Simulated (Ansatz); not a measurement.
Runs of Ansatz 0.2.0 on Co. The structure is hexagonal, space group P6_3/mmc (No. 194). Conventional cell: a = 2.471 Å, b = 2.471 Å, c = 8.088 Å, α = 90.00°, β = 90.00°, γ = 120.00°. Around Co (site symmetry -6m2) lie 12 Co at 2.47 Å. Around Co (site symmetry -3m) lie 12 Co at 2.47 Å. 

```csv
task,level,cell,k mesh,cutoff (eV),points for each segment of the path,mesh quality,gap on the mesh (eV),pressure (GPa),moment (μB),relaxed volume (Å³/atom)
relaxation of cell and atoms,revPBE,relaxed,12 × 12 × 4,420,-,not flagged,-,0.0,6.76,11.14
relaxation of cell and atoms,PBEsol,relaxed,12 × 12 × 4,420,-,not flagged,-,0.0,6.48,10.42
single point,r2SCAN0,as given,6 × 6 × 2,500,-,coarse,none,16.2,7.64,-
band structure,PBEsol,as given,12 × 12 × 4,420,14,not flagged,none,-5.7,6.59,-
relaxation of cell and atoms,BLYP,relaxed,12 × 12 × 4,420,-,not flagged,-,0.0,6.68,(a)
single point,r2SCANh,as given,6 × 6 × 2,500,-,coarse,none,4.2,7.38,-
band structure,BLYP,as given,12 × 12 × 4,420,14,not flagged,none,(b),6.45,-
```

Alike in all rows: potentials or basis Ansatz PAW; spin collinear, ferromagnetic start; smearing fermi-dirac 0.05 eV.

Question: Fill in the values left out.

Answer: (a) 11.40; (b) 13.9.

Caveats: some runs use coarse meshes; the PAW data sets come from PBE, with cores solved anew for the run's functional, which leaves a small shift of forces and pressure; the plane-wave basis is chosen anew once the cell has moved, so the energies of steps on either side of that aren't comparable (some runs); the magnetic or orbital state may not be the lowest (some runs); the thresholds are loose for stress (some runs); so large a pressure means that the cell lies far from this level's equilibrium, or that cutoff or potentials fall short (some runs).

A gap of «none» marks a metal or a gap under the smearing width.

Runs at the PBE level aren't shown here.
